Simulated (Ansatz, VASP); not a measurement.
## As in VASP and in Ansatz

```
CELL_PARAMETERS angstrom
4.56717 0.00000 0.00000
-2.28359 3.95529 0.00000
0.00000 0.00000 2.82936
ATOMIC_POSITIONS crystal
As 0.33333 0.66667 0.50000
As 0.66667 0.33333 0.50000
```

Alike in both runs: functional PBE; k mesh 12 × 12 × 20; occupations gaussian, width 0.1 eV; no spin polarisation.

Ansatz relaxed the structure, and its values are those at the end. VASP's run is a single point on that final structure, the one shown.

|  | VASP | Ansatz |
| --- | --- | --- |
| version | VASP 6.6.1 | Ansatz 0.2.0 |
| potentials or method | VASP PAW PBE potentials, release 64 (As) | scalar-relativistic, plane waves, PAW |
| plane-wave cutoff (eV) | 520 | 420 |
| valence electrons in the cell | 10 | 30 |

```csv
,VASP,Ansatz,Ansatz less VASP
gap on the k mesh at the Fermi level (eV),none,none,-
pressure (GPa),0.1,0.0,-0.12
```

A gap of «none» marks a metal or a gap that the smearing closes. With one functional, cell and mesh, what is left measures potentials, basis and numerics. The two sets of potentials don't hold the same shells in valence.
